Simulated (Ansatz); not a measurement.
Runs of Ansatz 0.2.0 on MnO2. Symmetry: P-3m1, No. 164, trigonal system. The conventional cell has a = 2.857 Å, b = 2.857 Å, c = 4.601 Å, α = 90.00°, β = 90.00°, γ = 120.00°. Around Mn (site symmetry -3m) lie 6 O at 1.90 Å. Around O (site symmetry 3m) lie 3 Mn at 1.90 Å. Measurements of this composition are mostly on another form, of space group No. 136.

```csv
task,level,k mesh,smearing,points for each segment of the path,gap on the mesh (eV),pressure (GPa),moment (μB),largest force (eV/Å)
band structure,PBEsol,11 × 11 × 6,fermi-dirac 0.05 eV,14,0.73,-2.2,3.00,0.16
band structure,BLYP,11 × 11 × 6,fermi-dirac 0.05 eV,14,(b),(a),3.00,0.45
phonons,PBEsol,8 × 8 × 5,gaussian 0.01 eV,-,0.73,-,3.00,-
band structure,RPBE,11 × 11 × 6,fermi-dirac 0.05 eV,14,0.97,9.9,3.00,0.46
```

Alike in all rows: potentials or basis Ansatz PAW; spin collinear, ferromagnetic start; cell as given; cutoff (eV) 420.

**Question.** Estimate the missing entries.

**Answer.** (a) 10.1; (b) 0.72.

Caveats: a cell with one magnetic atom can't hold antiferromagnetic order, which such compounds often take; the PAW data sets come from PBE, with cores solved anew for the run's functional, which leaves a small shift of forces and pressure; odd divisions of the mesh miss points on the zone boundary, where band edges often lie, so the gap on the mesh can be too wide (some runs).

A k mesh can miss the band edges.
